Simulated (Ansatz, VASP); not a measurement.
BiTe: VASP beside Ansatz

```
CELL_PARAMETERS angstrom
3.91331 0.00000 0.00000
0.00000 3.91331 0.00000
0.00000 0.00000 3.91331
ATOMIC_POSITIONS crystal
Bi 0.00000 0.00000 0.00000
Te 0.50000 0.50000 0.50000
```

The cell comes from a database or a generator and needn't be the stable form of this composition.

Alike in both runs: task single point; functional PBE; k mesh 10 × 10 × 10; no spin polarisation.

|  | VASP | Ansatz |
| --- | --- | --- |
| version | VASP 6.6.1 | Ansatz 0.2.0 |
| potentials or method | VASP PAW PBE potentials, release 64 (Bi_d, Te) | scalar-relativistic, plane waves, PAW |
| plane-wave cutoff (eV) | 520 | 420 |
| occupations | methfessel-paxton of order 1, width 0.01 eV | cold, width 0.01 eV |
| valence electrons in the cell | 21 | 31 |

VASP gave:

* pressure (GPa): 0.1

**Question.** Estimate Ansatz's values.

**Answer.** Pressure (GPa): 0.0.

The two sets of potentials don't hold the same shells in valence.
